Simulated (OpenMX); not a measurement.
**GaSb under changes of volume**

One of the cells (28.625 Å³/atom); the others are scaled copies at fixed shape and fractional positions:

```
Sb Ga
1.0
     0.00000    3.05900    3.05900
     3.05900    0.00000    3.05900
     3.05900    3.05900    0.00000
Sb Ga
1 1
Direct
  0.75000 0.75000 0.75000
  0.00000 0.00000 0.00000
```

```yaml
Program: OpenMX 3.8.5
Functional: PBE
Potentials_or_basis: OpenMX 2013 PBE set, Sb7.0-s3p2d1, Ga7.0-s2p2d1, fixed grid of 48 × 48 × 48 points
k_mesh: 9 × 9 × 9
Occupations: fermi-dirac, width 0.05 eV
Spin: no spin polarisation
```

| volume (Å³/atom) | energy over the lowest point (meV/atom) | gap on the mesh (eV) |
| --- | --- | --- |
| 26.907 | 111.67 | 0.55 |
| 27.480 | 81.15 | 0.37 |
| 28.052 | 56.08 | 0.20 |
| 28.625 | 35.53 | none |
| 29.197 | 19.91 | none |
| 29.770 | ? | ? |
| 30.342 | 0.00 | none |

What does the run at 29.770 Å³/atom give?

Energy over the lowest point 8.34 meV/atom; gap on the mesh none.

Worked out: A Birch-Murnaghan fit of order 3 (a polynomial in V^(-2/3)) to the other rows has no minimum within the range. It gives 8.04 meV/atom at 29.770 Å³/atom, against the run's 8.34.

Energies are extrapolated to zero smearing.

Caveats: the basis has few d functions beyond the semicore shells, which can make volumes several per cent too large; the basis of atomic orbitals isn't converged, which shifts pressures, moduli and gaps; spin-orbit coupling is left out, which moves the levels of the heavy elements (some runs); an odd mesh through Γ misses points on the zone boundary, where band edges often lie (some runs).

A gap of «none» marks a metal or a gap under the smearing width.
